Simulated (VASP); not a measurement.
Wanted: the native input for a VASP 6.6.1 run.

```
Task                   : single point
Functional             : LDA
Potentials or basis    : VASP PAW PBE potentials, release 64 (Eu, S)
Cutoff                 : 520 eV
k mesh                 : 6 × 6 × 6
Occupations            : gaussian, width 0.05 eV
Spin                   : collinear spin, typed start
Starting moments       : [7.0, 0.0] μB
Hubbard terms          : Eu f U = 8.0 eV, J = 0.9 eV
Dipole correction      : no
LDAUTYPE               : 1
Hund's J               : 0.9
Further INCAR settings : ALGO = Fast; EDIFF = 1e-06; NBANDS = 22
```

The structure of EuS lies in POSCAR:

```
EuS
1.0
    0.0000000000      2.9785018700      2.9785018700
    2.9785018700      0.0000000000      2.9785018700
    2.9785018700      2.9785018700      0.0000000000
Eu S
1 1
Direct
    0.5000000000      0.5000000000      0.5000000000
    0.0000000000      0.0000000000      0.0000000000
```

The cell was built by a generator and isn't the measured one.

One way to write it, as run:

INCAR

```
SYSTEM = EuS
PREC = Accurate
ENCUT = 520
EDIFF = 1E-6
ISMEAR = 0
SIGMA = 0.05
LREAL = .FALSE.
LASPH = .TRUE.
NELM = 150
ALGO = Fast
ISIF = 2
LWAVE = .FALSE.
LCHARG = .FALSE.
ISPIN = 2
MAGMOM = 7 0
LORBIT = 11
LMAXMIX = 6
LDAU = .TRUE.
LDAUTYPE = 1
LDAUL = 3 -1
LDAUU = 8 0
LDAUJ = 0.9 0
LDAUPRINT = 1
GGA = CA
NBANDS = 22
```

KPOINTS

```
Automatic mesh
0
G
  6 6 6
  0 0 0
```

Potentials or basis: VASP PAW PBE potentials, release 64 (Eu, S).

Command:

```console
$ cat potpaw_PBE.64/Eu/POTCAR potpaw_PBE.64/S/POTCAR > POTCAR
$ mpirun -np 1 vasp_std > vasp.out
```

Results of the run:

```
Pressure                                              : -3.4 GPa
Band gap on the k mesh                                : 0.55 eV, indirect (least direct gap 0.88 eV)
Net moment                                            : 7.00 μB per cell
Site moments                                          : Eu +6.75; S -0.05 μB
Valence electrons inside the program's atomic spheres : Eu 14.84; S 3.72
```

Caveat: the PAW data sets were made with another functional, which shifts forces and pressure a little; spin-orbit coupling is left out, which moves the levels of the heavy elements; a cell with one magnetic atom can't hold antiferromagnetic order, which such compounds often take.

Wall time 49 s on 1 thread of Intel(R) Xeon(R) 6975P-C (Granite Rapids), with other jobs on the host, peak memory 0.19 GiB.
